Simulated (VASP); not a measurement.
# As (R-3m) in VASP: notebook

Runs on As. Level: PBEsol. Tasks: relaxation of cell and atoms, single point.

Everything below comes from runs of VASP 6.6.1. Logs are shortened: lines on timing, memory, paths and dates and some standing lists are left out, and cuts for length are marked.

## 1. The crystal as given

It takes space group R-3m (No. 166, trigonal). The conventional cell has a = 3.760 Å, b = 3.760 Å, c = 10.457 Å, α = 90.00°, β = 90.00°, γ = 120.00°. As (site symmetry 3m) has 3 As at 2.52 Å as nearest neighbours.

## 2. Relaxation of cell and atoms, PBEsol

INCAR

```
  PREC = Accurate
  ENCUT = 600
  EDIFF = 1E-7
  ISMEAR = 0
  SIGMA = 0.1
  LREAL = False
  LASPH = True
  NELM = 100
  ALGO = Fast
  ISIF = 3
  LWAVE = False
  LCHARG = False
  GGA = PS
  IBRION = 2
  NSW = 90
  EDIFFG = -0.005
```

KPOINTS

```
Automatic mesh
0
Gamma
  6 6 6
```

POSCAR

```
As
1.0
    1.8797500000      1.0852741700      3.4857666700
   -1.8797500000      1.0852741700      3.4857666700
    0.0000000000     -2.1705483400      3.4857666700
As
2
Direct
    0.2275400000      0.2275400000      0.2275400000
    0.7724600000      0.7724600000      0.7724600000
```

Potentials or basis: VASP PAW PBE potentials, release 64 (As).

Launch:

```bash
cat potpaw_PBE.64/As/POTCAR > POTCAR
mpirun -np 1 vasp_std > vasp.out
```

OUTCAR:

```text
PREC = Accurate
   ENCUT = 600
   EDIFF = 1E-7
   ISMEAR = 0
   LREAL = False
   LASPH = True
   NELM = 100
   ISIF = 3
   GGA = PS
   IBRION = 2
   NSW = 90
   EDIFFG = -0.005

 ion  position               nearest neighbor table
   1  0.228  0.228  0.228-   2 2.52   2 2.52   2 2.52
   2  0.772  0.772  0.772-   1 2.52   1 2.52   1 2.52

  LATTYP: Found a trigonal (rhomboedric) cell.
 ALAT       =     4.1063182249
 COS(alpha) =     0.5808929386

  Lattice vectors:

 A1 = (   1.8797500000,   1.0852741700,   3.4857666700)
 A2 = (  -1.8797500000,   1.0852741700,   3.4857666700)
 A3 = (   0.0000000000,  -2.1705483400,   3.4857666700)

Analysis of symmetry for initial positions (statically):
=====================================================================
 Subroutine PRICEL returns:
 Original cell was already a primitive cell.

 Routine SETGRP: Setting up the symmetry group for a
 trigonal (rhombohedral) supercell.

 Subroutine GETGRP returns: Found 12 space group operations
 (whereof 12 operations were pure point group operations)
 out of a pool of 12 trial point group operations.

The static configuration has the point symmetry D_3d.

Analysis of symmetry for dynamics (positions and initial velocities):
=====================================================================
 Subroutine PRICEL returns:
 Original cell was already a primitive cell.

 Routine SETGRP: Setting up the symmetry group for a
 trigonal (rhombohedral) supercell.

 Subroutine GETGRP returns: Found 12 space group operations
 (whereof 12 operations were pure point group operations)
 out of a pool of 12 trial point group operations.

The dynamic configuration has the point symmetry D_3d.

 Subroutine INISYM returns: Found 12 space group operations
 (whereof 12 operations are pure point group operations),
 and found     1 'primitive' translations

----------------------------------------------------------------------------------------

                                     Primitive cell

  volume of cell :      42.6667

  direct lattice vectors                    reciprocal lattice vectors
     1.879750000  1.085274170  3.485766670     0.265992818  0.153571025  0.095626978
    -1.879750000  1.085274170  3.485766670    -0.265992818  0.153571025  0.095626978
[... 116 lines left out ...]
 conjugate gradient relaxation of ions
 non-spin polarized calculation
 RMM-DIIS sequential band-by-band and
 Gauss-broadening in eV      SIGMA  =   0.10
  energy-cutoff  :      600.00
  volume of cell :       42.67
 maximum number of plane-waves:      1441
 NGX is ok and might be reduce to    36
   NGX = 17   NGY = 17   NGZ = 17

--------------------------------------- Ionic step        1  -------------------------------------------

 number of electron      10.0000000 magnetization

 Free energy of the ion-electron system (eV)
  ---------------------------------------------------
  ext. energy  EPLUGINS =         0.00000000
  ---------------------------------------------------
  free energy    TOTEN  =       -10.24724494 eV

  energy without entropy =      -10.24566041  energy(sigma->0) =      -10.24645268

------------------------ aborting loop because EDIFF is reached ----------------------------------------

  FORCE on cell =-STRESS in cart. coord.  units (eV):
  Direction    XX          YY          ZZ          XY          YZ          ZX
  --------------------------------------------------------------------------------------
  -------------------------------------------------------------------------------------
  Total        0.2562783      0.2562783     -0.2014681      0.0000000     -0.0000000     -0.0000000
  in kB        9.6235040      9.6235041     -7.5653268      0.0000000     -0.0000000     -0.0000000
  external PRESSURE =       3.8938938 kB  Pullay stress =       0.0000000 kB
[... 89 lines left out ...]
  FREE ENERGIE OF THE ION-ELECTRON SYSTEM (eV)
  ---------------------------------------------------
  free  energy   TOTEN  =       -10.2503041186 eV

  energy  without entropy=      -10.2487353102  energy(sigma->0) =      -10.24951971

[... ionic steps 4 to 7 ...]

--------------------------------------- Ionic step        8  -------------------------------------------

 number of electron      10.0000000 magnetization

------------------------ aborting loop because EDIFF is reached ----------------------------------------
[... 67 lines left out ...]
--------------------------------------- Ionic step       10  -------------------------------------------

 number of electron      10.0000000 magnetization

 Free energy of the ion-electron system (eV)
  ---------------------------------------------------
  ext. energy  EPLUGINS =         0.00000000
  ---------------------------------------------------
  free energy    TOTEN  =       -10.25416720 eV

  energy without entropy =      -10.25259865  energy(sigma->0) =      -10.25338292

 E-fermi :   5.5513     XC(G=0): -10.2183

 val. band max:        5.2182035311   @ k =   0.5000   0.0000   0.0000
 cond. band min:       5.5513401936   @ k =   0.3333   0.1667   0.1667
 fundamental gap:      0.3331366625
 Fermi energy:         5.5513243708

 k-point     1 :       0.0000    0.0000    0.0000
  band No.  band energies     occupation
      1      -9.5739      2.00000
      2      -0.1074      2.00000
      3       3.1596      2.00000
      4       3.4433      2.00000
      5       3.4433      2.00000
      6       7.4799      0.00000
      7       8.5785      0.00000
      8       8.5785      0.00000
      9      12.0263      0.00000
[... 265 lines left out ...]
 k-point    24 :      -0.3333    0.5000    0.1667
  band No.  band energies     occupation
      1      -6.4304      2.00000
      2      -4.6804      2.00000
      3      -0.7297      2.00000
      4       0.3131      2.00000
      5       3.3475      2.00000
      6       7.7692      0.00000
      7       9.3718      0.00000
      8      12.1833      0.00000
      9      12.2443      0.00000

 [... further k-points ...]

------------------------ aborting loop because EDIFF is reached ----------------------------------------

  FORCE on cell =-STRESS in cart. coord.  units (eV):
  Direction    XX          YY          ZZ          XY          YZ          ZX
  --------------------------------------------------------------------------------------
  -------------------------------------------------------------------------------------
  Total       -0.0082369     -0.0082369     -0.0098874      0.0000000      0.0000000      0.0000000
  in kB       -0.3127606     -0.3127607     -0.3754309      0.0000000      0.0000000      0.0000000
  external PRESSURE =      -0.3336507 kB  Pullay stress =       0.0000000 kB
[... 17 lines left out ...]
  FREE ENERGIE OF THE ION-ELECTRON SYSTEM (eV)
  ---------------------------------------------------
  free  energy   TOTEN  =       -10.2541671999 eV

  energy  without entropy=      -10.2525986471  energy(sigma->0) =      -10.25338292

 reached required accuracy - stopping structural energy minimisation
```

OSZICAR:

```text
N       E                     dE             d eps       ncg     rms          rms(c)
DAV:   1     0.320151956838E+02    0.32015E+02   -0.47140E+03   576   0.103E+03
DAV:   2    -0.888812527662E+01   -0.40903E+02   -0.39770E+02   869   0.131E+02
DAV:   3    -0.102702750668E+02   -0.13821E+01   -0.13753E+01   680   0.281E+01
DAV:   4    -0.102782801721E+02   -0.80051E-02   -0.80033E-02   713   0.215E+00
[... 67 lines left out ...]
       N       E                     dE             d eps       ncg     rms          rms(c)
DAV:   1    -0.102541752278E+02   -0.95296E-05   -0.42544E-04   641   0.135E-01    0.130E-02
RMM:   2    -0.102541701819E+02    0.50459E-05   -0.12787E-05   576   0.296E-02    0.839E-03
RMM:   3    -0.102541671929E+02    0.29890E-05   -0.62974E-06   576   0.175E-02    0.107E-03
RMM:   4    -0.102541671999E+02   -0.69725E-08   -0.42362E-07   531   0.593E-03
  10 F= -.10254167E+02 E0= -.10253383E+02  d E =-.154943E-05
```

CONTCAR:

```text
As
   1.00000000000000
     1.8948743204008476    1.0940062004904223    3.3924198136764434
    -1.8948743204008476    1.0940062004904223    3.3924198136764434
     0.0000000000000000   -2.1880124009808446    3.3924198136764434
  As
     2
Direct
     0.2291371447869954    0.2291371447869954    0.2291371447869954
     0.7708628552130048    0.7708628552130048    0.7708628552130048

  0.00000000E+00  0.00000000E+00  0.00000000E+00
  0.00000000E+00  0.00000000E+00  0.00000000E+00
```

Wall time 91 s (1 thread of Intel Xeon Platinum 8259CL at 2.50GHz (Skylake/Cascade Lake), shared host); peak memory 0.2 GiB.

What came out:

* Free energy: -10.2542 eV
* Relaxed volume: 21.10 Å³/atom
* Relaxed cell: a = 4.037 Å, b = 4.037 Å, c = 4.037 Å, α = 55.99°, β = 55.99°, γ = 55.99°
* Space group after relaxing (to 0.05 Å): R-3m (No. 166)
* Energy gained by relaxing: 3.5 meV/atom
* Ionic steps: 10
* Pressure after relaxing: 0.0 GPa
* Largest force after relaxing: 0.005 eV/Å
* Band gap on the k mesh: none (metal or under the smearing width)

Forces in eV/Å, atoms in the order of the input:
```
As   0.000  0.000 -0.005
As   0.000  0.000  0.005
```

The path:
```
step  energy change (eV)  largest force (eV/Å)  pressure (GPa)  volume (Å³)
   1              0.0000                0.1196            0.39        42.67
   2             -0.0030                0.0027           -0.66        42.99
   3             -0.0031                0.0109           -0.79        43.02
   4             -0.0056                0.0150           -0.48        42.69
   5             -0.0067                0.0404           -0.14        42.34
   6             -0.0067                0.0432           -0.10        42.30
   7             -0.0069                0.0175            0.01        42.20
   8             -0.0069                0.0075            0.04        42.17
   9             -0.0069                0.0069            0.04        42.16
  10             -0.0069                0.0048           -0.03        42.20
```

Final structure:
```cif
data_structure
_symmetry_space_group_name_H-M 'P 1'
_symmetry_Int_Tables_number 1
_cell_length_a 4.0368
_cell_length_b 4.0368
_cell_length_c 4.0368
_cell_angle_alpha 55.990
_cell_angle_beta 55.990
_cell_angle_gamma 55.990
_cell_volume 42.20
loop_
_atom_site_label
_atom_site_type_symbol
_atom_site_fract_x
_atom_site_fract_y
_atom_site_fract_z
_atom_site_occupancy
As1 As 0.22914 0.22914 0.22914 1
As2 As 0.77086 0.77086 0.77086 1
```

Levels at points of the mesh, in eV from the Fermi level:
```tsv
k point	band 2	band 3	band 4	band 5	band 6	band 7	band 8	band 9
(0.00, 0.00, 0.00)	-5.66	-2.39	-2.11	-2.11	1.93	3.03	3.03	6.47
(0.50, 0.00, 0.00)	-11.27	-2.68	-2.49	-0.39	-0.33	0.25	0.97	9.21
(0.50, 0.50, 0.00)	-9.60	-6.29	-4.34	-4.30	1.46	5.62	6.70	7.58
(0.50, 0.50, 0.50)	-10.30	-1.78	-1.78	-0.76	0.41	0.41	1.57	8.25
```

Caveat: the PAW data sets were made with another functional, which shifts forces and pressure a little.

[end of part 1 of 2]
